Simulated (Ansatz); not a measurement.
# CoSi2/Si/CoSi2: conductance against the thickness of the layer, part 4 of 6

How fast does the current through CoSi2/Si/CoSi2 fall with each added layer? Both electrodes are CoSi2 fluorite(111) turned by 180 degrees (type B); the barrier is Si diamond(111) (whole bilayers). In the first transport cell, after relaxation, the nearest pair of electrode and barrier is Si–Si at 2.39 Å, along the normal, at the lower face and Si–Si at 2.39 Å, along the normal, at the upper one. All share a net of side 3.829 Å, which strains the lower electrode by +1.0 % and the barrier by -1.0 %, against typed lattice constants near PBE's. The first steps treat the bulk electrodes alone.

Ansatz 0.2.0; PBE DFT, plane waves, PAW files (the session's first sound run).

So far, transmission at the Fermi level (a spin, zone mean): step 4 (the open system: T(E)) 0.147. Also channels of the lower lead: step 4 1.27.

### 5. Conductance on a fine mesh, atomic planes in the barrier 4, gap between the electrodes 8.74 Å

Level of this step: PBE DFT, plane waves, PAW files; ballistic transmission by layer matching between semi-infinite leads (Ansatz).

System of this step: CoSi2/Si/CoSi2. The cell holds 56 atoms: 18 Co and 38 Si. Its edges and angles: a = 3.829 Å, b = 3.829 Å, c = 73.426 Å, α = 90.0°, β = 90.0°, γ = 120.0°. Regions: left electrode, 26 atoms (9 Co and 17 Si); barrier, 4 atoms (4 Si); right electrode, 26 atoms (17 Si and 9 Co). Vacuum lies along c.

The conductance needs T(E) within ten thermal energies of the Fermi level, on steps under 1.5 kT, and a finer mesh (24×24), since the current can rest on few wavevectors.

input.yaml

```yaml
crystal:
  lattice:
    - [3.829, 0.0, 0.0]
    - [-1.9145, 3.3160112711, 0.0]
    - [0.0, 0.0, 73.4263269207]
  atoms:
    - { symbol: Co, position: [0.33333333, 0.66666667, 0.0953336534] }
    - { symbol: Si, position: [0.0, 0.0, 0.1055660702] }
    - { symbol: Si, position: [0.33333333, 0.66666667, 0.1269197291] }
    - { symbol: Co, position: [0.0, 0.0, 0.1371521459] }
    - { symbol: Si, position: [0.66666667, 0.33333333, 0.1473845627] }
    - { symbol: Si, position: [0.0, 0.0, 0.1687382216] }
    - { symbol: Co, position: [0.66666667, 0.33333333, 0.1789706384] }
    - { symbol: Si, position: [0.33333333, 0.66666667, 0.1892030553] }
    - { symbol: Si, position: [0.66666667, 0.33333333, 0.2105567141] }
    - { symbol: Co, position: [0.33333333, 0.66666667, 0.220789131] }
    - { symbol: Si, position: [0.0, 0.0, 0.2310215478] }
    - { symbol: Si, position: [0.33333333, 0.66666667, 0.2523752067] }
    - { symbol: Co, position: [0.0, 0.0, 0.2626076235] }
    - { symbol: Si, position: [0.66666667, 0.33333333, 0.2728400403] }
    - { symbol: Si, position: [0.0, 0.0, 0.2941936992] }
    - { symbol: Co, position: [0.66666667, 0.33333333, 0.304426116] }
    - { symbol: Si, position: [0.33333333, 0.66666667, 0.3146585328] }
    - { symbol: Si, position: [0.66666667, 0.33333333, 0.3360121917] }
    - { symbol: Co, position: [0.33333333, 0.66666667, 0.3462446085] }
    - { symbol: Si, position: [0.0, 0.0, 0.3564770254] }
    - { symbol: Si, position: [0.33333333, 0.66666667, 0.3778306842] }
    - { symbol: Co, position: [0.0, 0.0, 0.3880631011] }
    - { symbol: Si, position: [0.66666667, 0.33333333, 0.3982955179] }
    - { symbol: Si, position: [0.0, 0.0, 0.4196491768] }
    - { symbol: Co, position: [0.66666667, 0.33333333, 0.4298815936] }
    - { symbol: Si, position: [0.33333333, 0.66666667, 0.4404930565] }
    - { symbol: Si, position: [0.33333333, 0.66666667, 0.472988377] }
    - { symbol: Si, position: [0.66666667, 0.33333333, 0.4838569315] }
    - { symbol: Si, position: [0.66666667, 0.33333333, 0.5161429257] }
    - { symbol: Si, position: [0.0, 0.0, 0.5270115064] }
    - { symbol: Si, position: [0.0, 0.0, 0.559506844] }
    - { symbol: Co, position: [0.66666667, 0.33333333, 0.5701184064] }
    - { symbol: Si, position: [0.33333333, 0.66666667, 0.5803508232] }
    - { symbol: Si, position: [0.66666667, 0.33333333, 0.6017044821] }
    - { symbol: Co, position: [0.33333333, 0.66666667, 0.6119368989] }
    - { symbol: Si, position: [0.0, 0.0, 0.6221693158] }
    - { symbol: Si, position: [0.33333333, 0.66666667, 0.6435229746] }
    - { symbol: Co, position: [0.0, 0.0, 0.6537553915] }
    - { symbol: Si, position: [0.66666667, 0.33333333, 0.6639878083] }
    - { symbol: Si, position: [0.0, 0.0, 0.6853414672] }
    - { symbol: Co, position: [0.66666667, 0.33333333, 0.695573884] }
    - { symbol: Si, position: [0.33333333, 0.66666667, 0.7058063008] }
    - { symbol: Si, position: [0.66666667, 0.33333333, 0.7271599597] }
    - { symbol: Co, position: [0.33333333, 0.66666667, 0.7373923765] }
    - { symbol: Si, position: [0.0, 0.0, 0.7476247933] }
    - { symbol: Si, position: [0.33333333, 0.66666667, 0.7689784522] }
    - { symbol: Co, position: [0.0, 0.0, 0.779210869] }
    - { symbol: Si, position: [0.66666667, 0.33333333, 0.7894432859] }
    - { symbol: Si, position: [0.0, 0.0, 0.8107969447] }
    - { symbol: Co, position: [0.66666667, 0.33333333, 0.8210293616] }
    - { symbol: Si, position: [0.33333333, 0.66666667, 0.8312617784] }
    - { symbol: Si, position: [0.66666667, 0.33333333, 0.8526154373] }
    - { symbol: Co, position: [0.33333333, 0.66666667, 0.8628478541] }
    - { symbol: Si, position: [0.0, 0.0, 0.8730802709] }
    - { symbol: Si, position: [0.33333333, 0.66666667, 0.8944339298] }
    - { symbol: Co, position: [0.0, 0.0, 0.9046663466] }
kpoints:
  mp_grid: { grid: [8, 8, 1] }
scf:
  occupations: { method: fermi_dirac, width: 0.1 }
  max_iter: 150
hamiltonian:
  xc: pbe
output:
  transmission:
    kmesh: [24, 24]
    e_range: [-0.26, 0.27]
    de: 0.0375
    leads: [[11, 14], [42, 45]]
```

Launch:

```console
$ ansatz run input.yaml --threads 8 --pin off --max-ram 24576MiB --backend cpu --events-out ev --progress --plain --runs-dir out
```

Numbers of over 12 decimals in the logs are rounded to 6 here.

Output:

```text
[...]
Crystal: 56 atoms, lattice volume = 932.295 Å³
Basis set: ecut = 420 eV, 18161 PW (Γ)
Bands: 285, of which v1, the nominal top of the filled ones, is band 229 counted from 1 (228 counted from 0)
Symmetry: 12 space group operations
[...]
k-points: 10 of 64
[...]
SCF iter   1: F=—  HF=-116450.435442 eV  |F-HF|=—  |Δ(HF+E_count)|=         —  Δρ=8.95e-3  dr2=1.00e1  ethr=1.77e-3  ⟨swp⟩=8.1  Hψ=13897  notcnv=0  defer=105
[...]
SCF iter  13: F=-116450.362126 eV  HF=-116450.362126 eV  |F-HF|=6.32e-9  |Δ(HF+E_count)|=   5.56e-9  Δρ=8.90e-7  dr2=8.21e-9  ethr=2.18e-11  ⟨swp⟩=16.9  Hψ=11104  notcnv=0
SCF 1 converged in 13 iterations: F = -116450.362126 eV  dr2 = 8.21e-9
[...]
transmission: 340 of 3294 steps passed
transmission: 664 of 3294 steps passed
[...]
transmission: 3294 of 3294 steps passed
SCF converged after 13 iterations
Free energy (F): -116450.362126 eV
[...]
Internal energy: -116449.571111 eV  (E = F + TS)
E sigma→0 (E₀):  -116449.966618 eV
Entropy (-TS):   -0.791015 eV (-14.125 meV/atom)
Fermi energy:    8.936650 eV
[...]
--- Band table (eV; the first three rows and the last of 10) ---
  k-point 0: bands = [... 225 lower, 10.3993, 10.3993, 10.6510, 10.6690, 10.7474, 10.8289, 10.8730, 10.8730, ... 52 higher]
  k-point 1: bands = [... 225 lower, 9.9539, 10.0922, 10.0954, 10.1408, 10.3523, 10.3679, 10.4327, 10.4676, ... 52 higher]
  k-point 2: bands = [... 225 lower, 9.1314, 9.2070, 9.4259, 9.4390, 9.5809, 9.6447, 9.7604, 9.7723, ... 52 higher]
  k-point 9: bands = [... 225 lower, 8.3701, 8.3754, 8.4339, 8.4342, 8.4508, 8.4533, 8.4859, 8.4865, ... 52 higher]
--- Transmission ---
  basis      : 109 plane waves across, 54 finite elements along
  points     : 61, standing for a mesh of 24 x 24
  filling    : by the input's occupations and mesh, since the crystals that have channels conduct as metals do. If one of these is a semiconductor, that mesh has misplaced its level
[...]
filled         : 13.3 meV over the level at which it is neutral
    channels       : 1.348958e0 a spin
    conductance    : 8.0733e14 S/m² at 300 K; may be off by some 0.0 % by where its bands' edges are placed, 4.2 % from the k-mesh, 0.9 % from the distance to neutral
    slowest decay  : 0.0417 /Å at (0.3333, 0.2083)
[...]
filled         : 13.3 meV over the level at which it is neutral
    channels       : 1.348958e0 a spin
[...]
slowest decay  : 0.0417 /Å at (0.3333, 0.2083)
  junction   : crystal 0 to crystal 1, 20.82 to 52.61 Å
    transmission   : 2.898716e-1 a spin
    conductance    : 1.7269e14 S/m² at 300 K (1.7236e14 on every other point, 1.7296e14 on every other energy)
    error estimate : 0.2 % from the energy spacing and 0.0 % from band edges of the leads and from resonances (wavevectors taken as independent; lower de), 9.0 % from the k-mesh, 4.7 % from the steps of its leads' Hamiltonians or their offsets (lay more layers), 0.1 % from the distance to neutral
    resistance     : 4.5522e-3 Ω µm² beyond half of each lead's own
```

Wall time 2.2 min (8 threads of Arm Neoverse V2, shared host); peak memory 11 GiB.

Numbers from this step:

```
free energy                                         : -116450.3621 eV
Fermi energy                                        : 8.937 eV
transmission at the Fermi level (a spin, zone mean) : 0.2899
channels of the lower lead                          : 1.349
channels of the upper lead                          : 1.349
potential step in the lower lead                    : 6.5 meV
ballistic conductance of the lower lead             : 8.07e14 S/m²
potential step in the upper lead                    : 6.5 meV
ballistic conductance of the upper lead             : 8.07e14 S/m²
junction conductance                                : 1.73e14 S/m²
error estimates by source, in the log's order       : 0.2, 0, 9, 4.7, 0.1 %
resistance-area product beyond the leads            : 0.004552 Ω um²
```

One spin. The transmission, zone mean by energy, zero at the Fermi level:

```csv
energy (eV),"transmission, zone mean"
-0.260,0.286
-0.223,0.273
-0.185,0.301
-0.147,0.287
-0.110,0.280
-0.072,0.274
-0.035,0.284
0.003,0.290
0.040,0.286
0.077,0.274
0.115,0.274
0.152,0.290
0.190,0.302
0.228,0.276
0.265,0.293
```

One spin. Table of open channels, zone mean, lower lead = upper lead by energy, zero at the Fermi level:

```csv
energy (eV),"open channels, zone mean, lower lead = upper lead"
-0.260,1.60
-0.223,1.53
-0.185,1.47
-0.147,1.44
-0.110,1.44
-0.072,1.37
-0.035,1.35
0.003,1.35
0.040,1.29
0.077,1.21
0.115,1.20
0.152,1.20
0.190,1.20
0.228,1.13
0.265,1.14
```

Transmission over k1 and k2. At 0.0025 eV from the Fermi level.

Values, 12 rows by 16 columns, each cell a mean:
```
0.139 0.691 0.572 0.267 0.078 0.112 0.388 0.683 0.412 0.139 0.000 0.000 0.038 0.013 0.000 0.000
0.453 0.538 0.536 0.344 0.218 0.266 0.240 0.363 0.559 0.564 0.356 0.046 0.000 0.000 0.000 0.000
0.058 0.159 0.218 0.289 0.199 0.319 0.349 0.279 0.270 0.228 0.196 0.083 0.041 0.013 0.000 0.051
0.147 0.103 0.204 0.257 0.514 0.608 0.485 0.515 0.601 0.354 0.293 0.161 0.093 0.128 0.000 0.000
0.361 0.404 0.209 0.218 0.498 0.474 0.531 0.590 0.533 0.487 0.461 0.270 0.213 0.335 0.411 0.000
0.139 0.631 0.516 0.330 0.411 0.555 0.553 0.725 0.774 0.623 0.494 0.576 0.247 0.455 0.695 0.276
0.000 0.279 0.598 0.337 0.224 0.437 0.487 0.561 0.701 0.667 0.504 0.527 0.324 0.263 0.402 0.682
0.284 0.000 0.297 0.238 0.181 0.317 0.417 0.520 0.487 0.490 0.468 0.533 0.410 0.355 0.164 0.230
0.040 0.013 0.000 0.050 0.037 0.099 0.234 0.240 0.496 0.490 0.520 0.575 0.221 0.244 0.136 0.063
0.129 0.013 0.000 0.000 0.038 0.152 0.303 0.398 0.378 0.217 0.318 0.270 0.272 0.415 0.336 0.283
0.192 0.000 0.000 0.000 0.000 0.000 0.302 0.607 0.667 0.393 0.189 0.103 0.175 0.387 0.665 0.743
0.000 0.000 0.238 0.096 0.041 0.104 0.192 0.000 0.139 0.358 0.380 0.108 0.052 0.246 0.550 0.139
```
Columns: k1 (b1) from -0.5 to 0.458; rows upwards: k2 (b2) from -0.5 to 0.458.

G = 1.7e14 S/m² (1/G = 0.00579 Ω µm²). The largest error estimate is 9 %, from the mesh across the current. In the worse lead the potential repeats within 6.5 meV, which the program lets pass. By hand, Landauer's formula with T at one energy: G = (e²/h) ΣT / A = 3.874e-5 S × 0.580 / 12.70 Å² = 1.8e14 S/m², with T summed over both spins. The printed value averages T over the Fermi window and is 0.98 times this.

### 6. Conductance on a fine mesh, 58 atoms

System of this step: CoSi2/Si/CoSi2. The cell holds 58 atoms: 18 Co and 40 Si. Its edges and angles: a = 3.829 Å, b = 3.829 Å, c = 76.600 Å, α = 90.0°, β = 90.0°, γ = 120.0°. Regions: left electrode, 26 atoms (9 Co and 17 Si); barrier, 6 atoms (6 Si); right electrode, 26 atoms (17 Si and 9 Co). Vacuum lies along c.

Barrier layers are added or taken out in the middle, and the relaxed faces stay.

input.yaml

```yaml
crystal:
  lattice:
    - [3.829, 0.0, 0.0]
    - [-1.9145, 3.3160112711, 0.0]
    - [0.0, 0.0, 76.5998279345]
  atoms:
    - { symbol: Co, position: [0.33333333, 0.66666667, 0.0913840173] }
    - { symbol: Si, position: [0.0, 0.0, 0.1011925091] }
    - { symbol: Si, position: [0.33333333, 0.66666667, 0.1216614942] }
    - { symbol: Co, position: [0.0, 0.0, 0.131469986] }
    - { symbol: Si, position: [0.66666667, 0.33333333, 0.1412784778] }
    - { symbol: Si, position: [0.0, 0.0, 0.1617474629] }
    - { symbol: Co, position: [0.66666667, 0.33333333, 0.1715559546] }
    - { symbol: Si, position: [0.33333333, 0.66666667, 0.1813644464] }
    - { symbol: Si, position: [0.66666667, 0.33333333, 0.2018334315] }
    - { symbol: Co, position: [0.33333333, 0.66666667, 0.2116419233] }
    - { symbol: Si, position: [0.0, 0.0, 0.2214504151] }
    - { symbol: Si, position: [0.33333333, 0.66666667, 0.2419194002] }
    - { symbol: Co, position: [0.0, 0.0, 0.251727892] }
    - { symbol: Si, position: [0.66666667, 0.33333333, 0.2615363838] }
    - { symbol: Si, position: [0.0, 0.0, 0.2820053689] }
    - { symbol: Co, position: [0.66666667, 0.33333333, 0.2918138607] }
    - { symbol: Si, position: [0.33333333, 0.66666667, 0.3016223525] }
    - { symbol: Si, position: [0.66666667, 0.33333333, 0.3220913376] }
    - { symbol: Co, position: [0.33333333, 0.66666667, 0.3318998294] }
    - { symbol: Si, position: [0.0, 0.0, 0.3417083212] }
    - { symbol: Si, position: [0.33333333, 0.66666667, 0.3621773063] }
    - { symbol: Co, position: [0.0, 0.0, 0.371985798] }
    - { symbol: Si, position: [0.66666667, 0.33333333, 0.3817942898] }
    - { symbol: Si, position: [0.0, 0.0, 0.4022632749] }
    - { symbol: Co, position: [0.66666667, 0.33333333, 0.4120717667] }
    - { symbol: Si, position: [0.33333333, 0.66666667, 0.4222436009] }
    - { symbol: Si, position: [0.33333333, 0.66666667, 0.4533926529] }
    - { symbol: Si, position: [0.66666667, 0.33333333, 0.4638109275] }
    - { symbol: Si, position: [0.66666667, 0.33333333, 0.4947593255] }
    - { symbol: Si, position: [0.0, 0.0, 0.5052405312] }
    - { symbol: Si, position: [0.0, 0.0, 0.5361889357] }
    - { symbol: Si, position: [0.33333333, 0.66666667, 0.5466072353] }
    - { symbol: Si, position: [0.33333333, 0.66666667, 0.5777563038] }
    - { symbol: Co, position: [0.0, 0.0, 0.5879282333] }
    - { symbol: Si, position: [0.66666667, 0.33333333, 0.5977367251] }
    - { symbol: Si, position: [0.0, 0.0, 0.6182057102] }
    - { symbol: Co, position: [0.66666667, 0.33333333, 0.628014202] }
    - { symbol: Si, position: [0.33333333, 0.66666667, 0.6378226937] }
    - { symbol: Si, position: [0.66666667, 0.33333333, 0.6582916788] }
    - { symbol: Co, position: [0.33333333, 0.66666667, 0.6681001706] }
    - { symbol: Si, position: [0.0, 0.0, 0.6779086624] }
    - { symbol: Si, position: [0.33333333, 0.66666667, 0.6983776475] }
    - { symbol: Co, position: [0.0, 0.0, 0.7081861393] }
    - { symbol: Si, position: [0.66666667, 0.33333333, 0.7179946311] }
    - { symbol: Si, position: [0.0, 0.0, 0.7384636162] }
    - { symbol: Co, position: [0.66666667, 0.33333333, 0.748272108] }
    - { symbol: Si, position: [0.33333333, 0.66666667, 0.7580805998] }
    - { symbol: Si, position: [0.66666667, 0.33333333, 0.7785495849] }
    - { symbol: Co, position: [0.33333333, 0.66666667, 0.7883580767] }
    - { symbol: Si, position: [0.0, 0.0, 0.7981665685] }
    - { symbol: Si, position: [0.33333333, 0.66666667, 0.8186355536] }
    - { symbol: Co, position: [0.0, 0.0, 0.8284440454] }
    - { symbol: Si, position: [0.66666667, 0.33333333, 0.8382525371] }
    - { symbol: Si, position: [0.0, 0.0, 0.8587215222] }
    - { symbol: Co, position: [0.66666667, 0.33333333, 0.868530014] }
    - { symbol: Si, position: [0.33333333, 0.66666667, 0.8783385058] }
    - { symbol: Si, position: [0.66666667, 0.33333333, 0.8988074909] }
    - { symbol: Co, position: [0.33333333, 0.66666667, 0.9086159827] }
kpoints:
  mp_grid: { grid: [8, 8, 1] }
scf:
  occupations: { method: fermi_dirac, width: 0.1 }
  max_iter: 150
hamiltonian:
  xc: pbe
output:
  transmission:
    kmesh: [24, 24]
    e_range: [-0.26, 0.27]
    de: 0.0375
    leads: [[11, 14], [44, 47]]
```

Output:

```text
[...]
Crystal: 58 atoms, lattice volume = 972.589 Å³
Basis set: ecut = 420 eV, 18965 PW (Γ)
Bands: 291, of which v1, the nominal top of the filled ones, is band 233 counted from 1 (232 counted from 0)
Symmetry: 12 space group operations
[...]
k-points: 10 of 64
[...]
SCF iter   1: F=—  HF=-117722.053716 eV  |F-HF|=—  |Δ(HF+E_count)|=         —  Δρ=8.94e-3  dr2=9.99e0  ethr=1.77e-3  ⟨swp⟩=8.4  Hψ=14932  notcnv=0  defer=112
[...]
SCF iter  13: F=-117721.955563 eV  HF=-117721.955563 eV  |F-HF|=3.14e-8  |Δ(HF+E_count)|=   2.04e-8  Δρ=6.81e-7  dr2=3.35e-8  ethr=2.15e-11  ⟨swp⟩=17.0  Hψ=11919  notcnv=0
SCF 1 converged in 13 iterations: F = -117721.955563 eV  dr2 = 3.35e-8
[...]
transmission: 364 of 3538 steps passed
transmission: 712 of 3538 steps passed
[...]
transmission: 3538 of 3538 steps passed
SCF converged after 13 iterations
Free energy (F): -117721.955563 eV
[...]
Internal energy: -117721.141507 eV  (E = F + TS)
E sigma→0 (E₀):  -117721.548535 eV
Entropy (-TS):   -0.814056 eV (-14.035 meV/atom)
Fermi energy:    8.819434 eV
[...]
--- Band table (eV; the first three rows and the last of 10) ---
  k-point 0: bands = [... 229 lower, 10.2804, 10.2804, 10.5312, 10.5588, 10.5783, 10.7170, 10.7428, 10.7631, ... 54 higher]
  k-point 1: bands = [... 229 lower, 9.8736, 9.9717, 9.9784, 9.9932, 10.2422, 10.2478, 10.3330, 10.3372, ... 54 higher]
  k-point 2: bands = [... 229 lower, 9.0215, 9.0809, 9.3150, 9.3197, 9.4697, 9.5181, 9.6489, 9.6530, ... 54 higher]
  k-point 9: bands = [... 229 lower, 8.2550, 8.2585, 8.3169, 8.3170, 8.3350, 8.3361, 8.3692, 8.3695, ... 54 higher]
--- Transmission ---
  basis      : 109 plane waves across, 58 finite elements along
  points     : 61, standing for a mesh of 24 x 24
[...]
filled         : 13.0 meV over the level at which it is neutral
    channels       : 1.348958e0 a spin
[...]
slowest decay  : 0.0411 /Å at (0.3333, 0.2083)
[...]
filled         : 13.0 meV over the level at which it is neutral
    channels       : 1.348958e0 a spin
[...]
slowest decay  : 0.0411 /Å at (0.3333, 0.2083)
  junction   : crystal 0 to crystal 1, 20.82 to 55.78 Å
    transmission   : 1.290937e-1 a spin
[...]
resistance     : 1.1284e-2 Ω µm² beyond half of each lead's own
```

Elapsed: 2.5 min, on 8 threads; peak memory 11 GiB; 18 min of CPU time.

Numbers from this step:

```yaml
free_energy: -117721.9556 eV
fermi_energy: 8.819 eV
transmission_at_the_fermi_level_a_spin_zone_mean: 0.1291
potential_step_in_the_lower_lead: 6 meV
ballistic_conductance_of_the_lower_lead: 8.08e14 S/m²
potential_step_in_the_upper_lead: 6 meV
ballistic_conductance_of_the_upper_lead: 8.08e14 S/m²
junction_conductance: 7.99e13 S/m²
error_estimates_by_source_in_the_log_s_order: 0.3, 0, 13.4, 5.9, 0.5 %
resistance_area_product_beyond_the_leads: 0.01128 Ω um²
```

One spin. The transmission, zone mean by energy, zero at the Fermi level:

```csv
energy (eV),"transmission, zone mean"
-0.260,0.127
-0.223,0.139
-0.185,0.133
-0.147,0.128
-0.110,0.133
-0.072,0.125
-0.035,0.128
0.003,0.129
0.040,0.131
0.077,0.130
0.115,0.129
0.152,0.141
0.190,0.158
0.228,0.133
0.265,0.148
```

One spin. The open channels, zone mean, lower lead = upper lead by energy, zero at the Fermi level:

```csv
energy (eV),"open channels, zone mean, lower lead = upper lead"
-0.260,1.61
-0.223,1.53
-0.185,1.47
-0.147,1.44
-0.110,1.44
-0.072,1.37
-0.035,1.35
0.003,1.35
0.040,1.29
0.077,1.21
0.115,1.20
0.152,1.20
0.190,1.20
0.228,1.13
0.265,1.14
```

Transmission over k1 and k2. At 0.0025 eV from the Fermi level.

Values, 12 rows by 16 columns, each cell a mean:
```
0.016 0.190 0.272 0.113 0.053 0.065 0.172 0.207 0.159 0.016 0.000 0.000 0.032 0.011 0.000 0.000
0.300 0.231 0.134 0.116 0.047 0.179 0.067 0.119 0.144 0.239 0.231 0.039 0.000 0.000 0.000 0.000
0.125 0.062 0.083 0.097 0.106 0.163 0.182 0.141 0.102 0.114 0.045 0.100 0.075 0.011 0.000 0.043
0.160 0.050 0.097 0.148 0.261 0.260 0.190 0.206 0.278 0.173 0.146 0.093 0.080 0.122 0.000 0.000
0.222 0.161 0.080 0.082 0.248 0.187 0.221 0.256 0.221 0.195 0.224 0.102 0.069 0.146 0.251 0.000
0.016 0.249 0.126 0.093 0.211 0.234 0.233 0.345 0.395 0.277 0.195 0.276 0.102 0.103 0.229 0.087
0.000 0.031 0.262 0.126 0.101 0.208 0.194 0.241 0.328 0.302 0.208 0.211 0.169 0.087 0.164 0.225
0.203 0.000 0.197 0.130 0.024 0.217 0.209 0.220 0.192 0.201 0.182 0.212 0.219 0.228 0.018 0.119
0.104 0.011 0.000 0.072 0.085 0.029 0.049 0.114 0.254 0.227 0.246 0.290 0.119 0.080 0.012 0.061
0.139 0.011 0.000 0.000 0.047 0.140 0.134 0.125 0.089 0.078 0.165 0.140 0.097 0.087 0.129 0.136
0.125 0.000 0.000 0.000 0.000 0.000 0.188 0.185 0.263 0.163 0.027 0.015 0.047 0.126 0.258 0.274
0.000 0.000 0.164 0.111 0.089 0.103 0.125 0.000 0.016 0.142 0.249 0.134 0.112 0.188 0.267 0.016
```
Columns: k1 (b1) from -0.5 to 0.458; rows upwards: k2 (b2) from -0.5 to 0.458.

G = 8.0e13 S/m² (1/G = 0.0125 Ω µm²), 0.46 times the step before of this kind. The largest error estimate is 13 %, from the mesh across the current. In the worse lead the potential repeats within 6 meV, which the program lets pass, though it still puts 5.9 % of error on the junction's conductance through them.

(Part 4 of 6 ends here.)

[Logs are printed without paths, hosts, clocks, repeated set-up lines and the standing remarks that a program may print on its own settings, such as how far it seeks lower states.]

[Hosts, paths, dates, database ids (printed as entryN), source tags and the programs' standing remarks are cut or masked in the printed files.]
